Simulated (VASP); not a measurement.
# TiPt3: Ti into a neighbouring Ti vacancy, part 4 of 4

Wanted: the minimum-energy path in TiPt3 for this move: Ti into a neighbouring Ti vacancy. The start is a cell from a database of measured crystal structures.

VASP 6.6.1; PBE; plane waves and PAW (Pt, Ti).

So far. Step 3 (Relax the start): The run ended after 8 ionic steps, 0.131 eV below its first step, once the forces on the free atoms met EDIFFG = -0.05. Step 4 (Relax the end): The run ended after 8 ionic steps, 0.184 eV below its first step, once the forces on the free atoms met EDIFFG = -0.05.

The database entry behind the starting cell is an old determination (1943), so it need not match the best structure at ambient conditions.

### Step 5. Nudged elastic band

Images on a straight line between the ends relax across the path, while springs keep them spaced along it.

INCAR reads:

```
SYSTEM = Ti7Pt24
PREC = Normal
ENCUT = 280
EDIFF = 1E-05
NELM = 120
ISMEAR = 1
SIGMA = 0.15
LREAL = Auto
ALGO = Fast
GGA = PE
NBANDS = 156
LASPH = .TRUE.
LWAVE = .FALSE.
LCHARG = .FALSE.
NCORE = 2
IMAGES = 3
SPRING = -5
IBRION = 3
POTIM = 0.15
NSW = 60
EDIFFG = -0.05
ISYM = 0
ISIF = 0
SMASS = 1
```

POSCAR reads:

```
Ti7Pt24
1.0
    7.8760493014      0.0000000000      0.0000000000
    0.0000000000      7.8760493014      0.0000000000
    0.0000000000      0.0000000000      7.8760493014
Pt Ti
24 7
Direct
    0.2508448018      0.2499696133      0.9998135244
    0.2495129407      0.2500106510      0.4996018092
    0.2495570973      0.7498710267      0.9999552730
    0.2505701458      0.7499105720      0.4998488162
    0.7489160315      0.2506432947      0.9997834632
    0.7505996864      0.2494691299      0.4995900413
    0.7502037836      0.7489564128      0.9997665031
    0.7496432847      0.7501336161      0.4995016082
    0.2494142289      0.0000912233      0.2506502487
    0.2495641561      0.9998825532      0.7490377304
    0.2508701545      0.4998122155      0.2497104037
    0.2507381683      0.4998204220      0.7499218170
    0.7502192926      0.9996436767      0.2498644684
    0.7497932970      0.0000809068      0.7493551373
    0.7494480039      0.4995754248      0.2497100060
    0.7495602832      0.4998388183      0.7492044936
    0.0000009817      0.2511715284      0.2496770721
    0.0000281584      0.2510232293      0.7499928554
    0.0000767839      0.7484794185      0.2509310421
    0.9998523140      0.7494611335      0.7487920959
    0.4997681737      0.2489609083      0.2497786557
    0.5001692122      0.2495814221      0.7492695992
    0.5000595611      0.7509199130      0.2492150839
    0.5001323748      0.7507223324      0.7503755182
    0.0003884570      0.9998194734      0.4992102295
    0.0003927281      0.4995175415      0.9994042138
    0.0001566137      0.4999524278      0.5004155429
    0.5000467409      0.9995983240      0.9993196154
    0.4997632874      0.0001706865      0.4995179234
    0.4999866679      0.5000913357      0.0000989550
    0.5003551455      0.4997631895      0.4991533467
```

KPOINTS reads:

```
Automatic mesh
0
Monkhorst-Pack
2 2 2
0 0 0
```

00/POSCAR reads:

```
Ti7Pt24
1.0
    7.8760493014      0.0000000000      0.0000000000
    0.0000000000      7.8760493014      0.0000000000
    0.0000000000      0.0000000000      7.8760493014
Pt Ti
24 7
Direct
    0.2508448018      0.2499696133      0.9998135244
    0.2495129407      0.2500106510      0.4996018092
    0.2495570973      0.7498710267      0.9999552730
    0.2505701458      0.7499105720      0.4998488162
    0.7489160315      0.2506432947      0.9997834632
    0.7505996864      0.2494691299      0.4995900413
    0.7502037836      0.7489564128      0.9997665031
    0.7496432847      0.7501336161      0.4995016082
    0.2494142289      0.0000912233      0.2506502487
    0.2495641561      0.9998825532      0.7490377304
    0.2508701545      0.4998122155      0.2497104037
    0.2507381683      0.4998204220      0.7499218170
    0.7502192926      0.9996436767      0.2498644684
    0.7497932970      0.0000809068      0.7493551373
    0.7494480039      0.4995754248      0.2497100060
    0.7495602832      0.4998388183      0.7492044936
    0.0000009817      0.2511715284      0.2496770721
    0.0000281584      0.2510232293      0.7499928554
    0.0000767839      0.7484794185      0.2509310421
    0.9998523140      0.7494611335      0.7487920959
    0.4997681737      0.2489609083      0.2497786557
    0.5001692122      0.2495814221      0.7492695992
    0.5000595611      0.7509199130      0.2492150839
    0.5001323748      0.7507223324      0.7503755182
    0.0003884570      0.9998194734      0.4992102295
    0.0003927281      0.4995175415      0.9994042138
    0.0001566137      0.4999524278      0.5004155429
    0.5000467409      0.9995983240      0.9993196154
    0.4997632874      0.0001706865      0.4995179234
    0.4999866679      0.5000913357      0.0000989550
    0.5003551455      0.4997631895      0.4991533467
```

01/POSCAR reads:

```
Ti7Pt24
1.0
    7.8760493014      0.0000000000      0.0000000000
    0.0000000000      7.8760493014      0.0000000000
    0.0000000000      0.0000000000      7.8760493014
Pt Ti
24 7
Direct
    0.2508386988      0.2500651233      0.9995869545
    0.2496753408      0.2502681902      0.4994254092
    0.2496190914      0.7500454962      0.9997258075
    0.2506716496      0.7498645323      0.4996520226
    0.7490832816      0.2504823268      0.9995415203
    0.7505636475      0.2497325074      0.4994102977
    0.7503323142      0.7493623555      0.9995664437
    0.7496439382      0.7500263957      0.4993644121
    0.2496389524      0.0001668972      0.2501477459
    0.2499132654      0.9999963183      0.7490619294
    0.2507768543      0.4999369539      0.2494817195
    0.2504464675      0.4999052382      0.7496630981
    0.7501846338      0.9997788438      0.2495173993
    0.7496023312      0.0000658104      0.7493394670
    0.7495784129      0.4997434725      0.2494742462
    0.7498985646      0.4998978210      0.7491562859
    0.0000613914      0.2511102799      0.2492853346
    0.0000793879      0.2507342472      0.7499549664
    0.0001448718      0.7487314017      0.2504138084
    0.9999342033      0.7496290919      0.7489094099
    0.4999104307      0.2491542083      0.2497908789
    0.5001668794      0.2498194136      0.7490649076
    0.5000954788      0.7508910840      0.2491294539
    0.5001566601      0.7504092653      0.7501141326
    0.0003262086      0.9999955633      0.3742686983
    0.0004011886      0.4997475106      0.9992364209
    0.0002261322      0.5001194904      0.5000998156
    0.4999123101      0.9998164988      0.9991610899
    0.4998476154      0.0002343026      0.4994610332
    0.5000546334      0.5002016057     -0.0001524562
    0.5005655539      0.4999648428      0.4990288498
```

02/POSCAR reads:

```
Ti7Pt24
1.0
    7.8760493014      0.0000000000      0.0000000000
    0.0000000000      7.8760493014      0.0000000000
    0.0000000000      0.0000000000      7.8760493014
Pt Ti
24 7
Direct
    0.2508325958      0.2501606334      0.9993603846
    0.2498377408      0.2505257294      0.4992490092
    0.2496810854      0.7502199657      0.9994963420
    0.2507731534      0.7498184927      0.4994552290
    0.7492505318      0.2503213588      0.9992995774
    0.7505276086      0.2499958849      0.4992305540
    0.7504608449      0.7497682982      0.9993663842
    0.7496445917      0.7499191753      0.4992272160
    0.2498636758      0.0002425710      0.2496452431
    0.2502623746      1.0001100834      0.7490861284
    0.2506835542      0.5000616922      0.2492530354
    0.2501547668      0.4999900544      0.7494043791
    0.7501499751      0.9999140109      0.2491703302
    0.7494113654      0.0000507139      0.7493237966
    0.7497088218      0.4999115202      0.2492384863
    0.7502368460      0.4999568237      0.7491080782
    0.0001218010      0.2510490314      0.2488935972
    0.0001306175      0.2504452650      0.7499170775
    0.0002129598      0.7489833849      0.2498965748
    1.0000160926      0.7497970502      0.7490267239
    0.5000526878      0.2493475082      0.2498031020
    0.5001645465      0.2500574050      0.7488602159
    0.5001313965      0.7508622550      0.2490438239
    0.5001809454      0.7500961983      0.7498527470
    0.0002639602      1.0001716532      0.2493271671
    0.0004096492      0.4999774796      0.9990686280
    0.0002956506      0.5002865530      0.4997840882
    0.4997778793      1.0000346736      0.9990025644
    0.4999319434      0.0002979186      0.4994041431
    0.5001225988      0.5003118756     -0.0004038674
    0.5007759623      0.5001664961      0.4989043528
```

03/POSCAR reads:

```
Ti7Pt24
1.0
    7.8760493014      0.0000000000      0.0000000000
    0.0000000000      7.8760493014      0.0000000000
    0.0000000000      0.0000000000      7.8760493014
Pt Ti
24 7
Direct
    0.2508264927      0.2502561434      0.9991338146
    0.2500001408      0.2507832687      0.4990726093
    0.2497430794      0.7503944352      0.9992668764
    0.2508746573      0.7497724531      0.4992584354
    0.7494177819      0.2501603909      0.9990576344
    0.7504915698      0.2502592624      0.4990508104
    0.7505893755      0.7501742409      0.9991663248
    0.7496452452      0.7498119549      0.4990900199
    0.2500883992      0.0003182449      0.2491427403
    0.2506114838      1.0002238485      0.7491103275
    0.2505902540      0.5001864306      0.2490243512
    0.2498630660      0.5000748707      0.7491456601
    0.7501153163      1.0000491780      0.2488232610
    0.7492203995      0.0000356174      0.7493081263
    0.7498392308      0.5000795680      0.2490027264
    0.7505751274      0.5000158264      0.7490598705
    0.0001822106      0.2509877828      0.2485018598
    0.0001818470      0.2501562829      0.7498791886
    0.0002810477      0.7492353681      0.2493793411
    1.0000979819      0.7499650086      0.7491440379
    0.5001949448      0.2495408082      0.2498153252
    0.5001622136      0.2502953964      0.7486555242
    0.5001673142      0.7508334261      0.2489581939
    0.5002052307      0.7497831312      0.7495913613
    0.0002017119      1.0003477432      0.1243856360
    0.0004181097      0.5002074486      0.9989008351
    0.0003651691      0.5004536155      0.4994683608
    0.4996434485      1.0002528485      0.9988440390
    0.5000162715      0.0003615347      0.4993472530
    0.5001905642      0.5004221456     -0.0006552787
    0.5009863707      0.5003681494      0.4987798558
```

04/POSCAR reads:

```
Ti7Pt24
1.0
    7.8760493014      0.0000000000      0.0000000000
    0.0000000000      7.8760493014      0.0000000000
    0.0000000000      0.0000000000      7.8760493014
Pt Ti
24 7
Direct
    0.2508203897      0.2503516535      0.9989072447
    0.2501625409      0.2510408079      0.4988962093
    0.2498050735      0.7505689047      0.9990374109
    0.2509761611      0.7497264134      0.4990616418
    0.7495850320      0.2499994230      0.9988156915
    0.7504555309      0.2505226399      0.4988710668
    0.7507179062      0.7505801836      0.9989662654
    0.7496458987      0.7497047345      0.4989528238
    0.2503131227      0.0003939188      0.2486402375
    0.2509605931      1.0003376136      0.7491345265
    0.2504969538      0.5003111690      0.2487956670
    0.2495713652      0.5001596869      0.7488869412
    0.7500806576      1.0001843451      0.2484761919
    0.7490294337      0.0000205210      0.7492924560
    0.7499696398      0.5002476157      0.2487669666
    0.7509134088      0.5000748291      0.7490116628
    0.0002426203      0.2509265343      0.2481101223
    0.0002330765      0.2498673008      0.7498412996
    0.0003491356      0.7494873513      0.2488621074
    1.0001798712      0.7501329670      0.7492613519
    0.5003372018      0.2497341082      0.2498275484
    0.5001598808      0.2505333879      0.7484508326
    0.5002032319      0.7508045971      0.2488725639
    0.5002295160      0.7494700641      0.7493299757
    0.0001394635      1.0005238331     -0.0005558952
    0.0004265702      0.5004374177      0.9987330422
    0.0004346876      0.5006206781      0.4991526335
    0.4995090177      1.0004710233      0.9986855135
    0.5001005995      0.0004251508      0.4992903628
    0.5002585297      0.5005324156     -0.0009066899
    0.5011967791      0.5005698027      0.4986553589
```

The projector-augmented-wave data sets are Pt and Ti (PBE family, release 64).

Started as:

```bash
$ mpirun -np 6 vasp_std
```

Output:

```text
[banner, memory and clock lines left out]
running    6 mpi-ranks, on    1 nodes
 each image running on    2 cores
[...]
01/POSCAR found :  2 types and      31 ions
 LDA part: xc-table for (Slater+PW92), standard interpolation
[...]
00/POSCAR found :  2 types and      31 ions
[...]
04/POSCAR found :  2 types and      31 ions
 POSCAR, INCAR and KPOINTS ok, starting setup
[...]
entering main loop
       N       E                     dE             d eps       ncg     rms          rms(c)
DAV:   1     0.155975428735E+04    0.15598E+04   -0.81069E+04  1248   0.102E+03
DAV:   2     0.387918616670E+02   -0.15210E+04   -0.14345E+04  1260   0.277E+02
DAV:   3    -0.215691903866E+03   -0.25448E+03   -0.23930E+03  1824   0.939E+01
DAV:   4    -0.242309552514E+03   -0.26618E+02   -0.25769E+02  1712   0.310E+01
[...]
RMM:  17    -0.221343284948E+03   -0.41611E-04   -0.56665E-04  1456   0.499E-02    0.643E-02
RMM:  18    -0.221343266737E+03    0.18210E-04   -0.20144E-04  1503   0.297E-02    0.262E-02
RMM:  19    -0.221343264433E+03    0.23045E-05   -0.78925E-05  1136   0.170E-02
   1 F= -.22134326E+03 E0= -.22136404E+03  d E =-.221343E+03
[... from here on, the cycles between the ionic steps are left out ...]
   2 F= -.22242898E+03 E0= -.22244517E+03  d E =-.108571E+01
   6 F= -.22323126E+03 E0= -.22324117E+03  d E =-.651501E-01
  11 F= -.22332323E+03 E0= -.22333352E+03  d E =-.757436E-02
  16 F= -.22334847E+03 E0= -.22335907E+03  d E =-.462262E-02
  21 F= -.22337256E+03 E0= -.22338358E+03  d E =-.489585E-02
  26 F= -.22339853E+03 E0= -.22340994E+03  d E =-.532900E-02
  31 F= -.22342481E+03 E0= -.22343663E+03  d E =-.533020E-02
  36 F= -.22345208E+03 E0= -.22346432E+03  d E =-.551271E-02
  41 F= -.22347959E+03 E0= -.22349217E+03  d E =-.547035E-02
  46 F= -.22350715E+03 E0= -.22352001E+03  d E =-.549934E-02
  51 F= -.22353493E+03 E0= -.22354809E+03  d E =-.564794E-02
  56 F= -.22356343E+03 E0= -.22357691E+03  d E =-.571485E-02
  59 F= -.22358082E+03 E0= -.22359448E+03  d E =-.582361E-02
  60 F= -.22358663E+03 E0= -.22360034E+03  d E =-.580127E-02
damped:  g(F)=  0.567E-02 g(S)=  0.000E+00 dE (1.order)=-0.113E-01
```

It took 25 min on 6 MPI ranks of AMD EPYC 7R43, shared host; peak memory 1.1 GiB.

OUTCAR, selected parts (step 5):

```text
  tangential force (eV/A)        -2.556100
  left and right image   1.368066  1.368129 A

  tangential force (eV/A)        -2.556801
  left and right image   1.375412  1.375506 A

 k-point     1 :       0.2500    0.2500    0.2500
  band No.  band energies     occupation
    ...
    130       8.5397      2.00000
    131       8.8567      2.00920
    132       8.9655      2.06085
    133       8.9844      2.06899
    134       9.0963      1.80539
    135       9.2765      0.12712
    136       9.3584     -0.07039
    137       9.6227     -0.00025
    138       9.6659     -0.00005
    139       9.6691     -0.00004
    ...

 POSITION                                       TOTAL-FORCE (eV/Angst)
 -----------------------------------------------------------------------------------
      1.98775      1.99041      7.72720         0.027930      0.020775     -0.094524
      1.93224      1.93065      3.78131         0.026976      0.033092     -0.060928
      1.99189      5.89125      7.72712         0.015408     -0.020480     -0.093523
      1.92731      5.95223      3.78121         0.033374     -0.030766     -0.058663
      5.89358      1.98894      7.72717        -0.032379      0.026169     -0.093500
      5.94817      1.93185      3.78144        -0.028120      0.028186     -0.060761
      5.88969      5.89358      7.72714        -0.019618     -0.031343     -0.090586
      5.95305      5.95151      3.78156        -0.034988     -0.027639     -0.059917
      2.18285      0.00320      1.78479        -0.483162      0.001230     -0.057259
      1.96176      7.87889      5.78210         0.021047     -0.001356     -0.090005
      2.03591      3.94148      1.83787        -0.140869      0.000359     -0.081937
      1.98499      3.94087      5.73484        -0.008778     -0.000050     -0.069096
      5.69812      7.87970      1.78590         0.478345     -0.004746     -0.060697
      5.92020      0.00312      5.78098        -0.022482      0.003234     -0.090706
[...]
-----------------------------------------------------------------------------------
    total drift:                               -0.027208     -0.011046     -0.035244

  FREE ENERGIE OF THE ION-ELECTRON SYSTEM (eV)
  ---------------------------------------------------
  free  energy   TOTEN  =      -223.5866262576 eV

  energy  without entropy=     -223.6277733035  energy(sigma->0) =     -223.60034194

  tangential force (eV/A)        -2.555034
  left and right image   1.382825  1.382953 A

[... 5 parts as in an earlier step ...]

[... 8 further parts left out ...]
[key lines of the parts left out:]
E-fermi :   9.1807
```

The band used up its steps before its forces met the threshold, so no barrier is taken from it.

### Step 6. Results

| Property | Result |
| --- | --- |
| result | none |

In words: The session ends without its result: «nudged elastic band» used up its steps.

[Lines on the potential files, build, host, timing and source positions are cut from VASP's logs without a mark.]

[Logs are printed without paths, hosts, clocks, repeated set-up lines and the standing remarks that a program may print on its own settings, such as how far it seeks lower states.]

[Hosts, paths, dates, database ids (printed as entryN), source tags and the programs' standing remarks are cut or masked in the printed files.]

[Runs that stopped without an error message from VASP are left out.]
